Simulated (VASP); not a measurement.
Runs of VASP 6.6.1 on Ni. The structure is cubic, space group Fm-3m (No. 225). The conventional cell has a = 3.475 Å, b = 3.475 Å, c = 3.475 Å, α = 90.00°, β = 90.00°, γ = 90.00°. Ni (site symmetry m-3m) has 12 Ni at 2.46 Å as nearest neighbours. 

```tsv
task	level	potentials or basis	cell	k mesh	cutoff (eV)	gap on the mesh (eV)	pressure (GPa)	moment (μB)	relaxed volume (Å³/atom)
band structure	PBE	VASP PAW PBE potentials, release 64 (Ni_GW)	as given	13 × 13 × 13	550	-	6.9	0.63	-
relaxation of cell and atoms	PBE+D4	VASP PAW PBE potentials, release 64 (Ni)	relaxed	10 × 10 × 10	600	none	0.0	0.70	(b)
relaxation of cell and atoms	PW91	VASP PAW PBE potentials, release 64 (Ni)	relaxed	13 × 13 × 13	600	none	0.0	0.62	(c)
relaxation of cell and atoms	vdW-DF	VASP PAW PBE potentials, release 64 (Ni)	relaxed	13 × 13 × 13	600	none	-0.1	0.62	11.38
relaxation of cell and atoms	optPBE-vdW	VASP PAW PBE potentials, release 64 (Ni)	relaxed	13 × 13 × 13	600	none	0.0	0.62	(a)
relaxation of cell and atoms	PBEsol	VASP PAW PBE potentials, release 64 (Ni)	relaxed	13 × 13 × 13	600	none	0.0	0.62	10.38
relaxation of cell and atoms	PBEsol+rVV10	VASP PAW PBE potentials, release 64 (Ni)	relaxed	13 × 13 × 13	600	none	0.0	0.62	10.33
relaxation of cell and atoms	PBE	VASP PAW PBE potentials, release 64 (Ni_pv)	relaxed	13 × 13 × 13	600	none	0.0	0.63	10.80
```

Alike in all rows: spin collinear, ferromagnetic start; smearing fermi-dirac 0.05 eV.

Q: Estimate the missing entries.

A: (a) 10.99; (b) 10.57; (c) 10.90.

Caveats: the PAW data sets were made with another functional, which shifts forces and pressure a little (some runs); pairwise dispersion overbinds metals, which lowers pressure and volume (some runs).

A k mesh can miss the band edges.

A gap of «none» marks a metal or a gap under the smearing width.

Not every run made on this cell is shown here.
